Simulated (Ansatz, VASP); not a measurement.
**SiC in VASP and in Ansatz**

The input INCAR:

```
SYSTEM = SiC
ALGO = Normal ; EDIFF = 1E-6
ENCUT = 520 ; GGA = PE
ISIF = 2 ; ISMEAR = -1
LASPH = .True. ; LCHARG = .False.
LREAL = .False. ; LWAVE = .False.
NBANDS = 11 ; NELM = 100
PREC = Accurate ; SIGMA = 0.05
```

Contents of KPOINTS:

```
k-points
0
Gamma
  17 17 17
  0 0 0
```

The input POSCAR:

```
SiC
1.0
    0.0000000000      1.6616400994      1.6616400994
    1.6616400994      0.0000000000      1.6616400994
    1.6616400994      1.6616400994      0.0000000000
Si C
1 1
Direct
    0.0000000000      0.0000000000      0.0000000000
    0.5000000000      0.5000000000      0.5000000000
```

Input for Ansatz:

```yaml
crystal:
  lattice:
    - [0.0, 1.6616400994, 1.6616400994]
    - [1.6616400994, 0.0, 1.6616400994]
    - [1.6616400994, 1.6616400994, 0.0]
  atoms:
    - { symbol: Si, position: [0.0, 0.0, 0.0] }
    - { symbol: C, position: [0.5, 0.5, 0.5] }
kpoints:
  mp_grid: { grid: [17, 17, 17] }
  band_path:
    path:
      - [0.0, 0.0, 0.0]
      - [0.5, 0.0, 0.5]
      - [0.625, 0.25, 0.625]
      - [0.375, 0.375, 0.75]
      - [0.0, 0.0, 0.0]
      - [0.5, 0.5, 0.5]
      - [0.5, 0.25, 0.75]
      - [0.5, 0.0, 0.5]
    npoints: 8
scf:
  occupations: { method: fermi_dirac, width: 0.05 }
hamiltonian:
  xc: pbe
  pseudopotentials: { kind: all_electron, lapw: { basis_error: 0.001 } }
output:
  forces: true
  stress: true
  eigenvalues: true
  populations: true
  dos: { projected: true, de: 0.2, e_range: [-14, 8] }
```

Change from the starting cell: volume scaled by 0.55, LAPW.

Alike in both runs: task single point; functional PBE; k mesh 17 × 17 × 17; occupations fermi-dirac, width 0.05 eV; no spin polarisation.

|  | VASP | Ansatz |
| --- | --- | --- |
| version | VASP 6.6.1 | Ansatz 0.2.0 |
| potentials or method | VASP PAW PBE potentials, release 64 (Si, C) | all-electron LAPW, scalar-relativistic |
| plane-wave cutoff (eV) | 520 | see its input |

|  | VASP | Ansatz | Ansatz less VASP |
| --- | --- | --- | --- |
| pressure (GPa) | 499.6 | 499.6 | +0.02 |

Ansatz ran all-electron here, so the differences hold the error of VASP's frozen core and of both bases.

Caveats: the cell as given lies far from equilibrium; so large a pressure means that the cell lies far from this level's equilibrium, or that cutoff or potentials fall short (VASP).
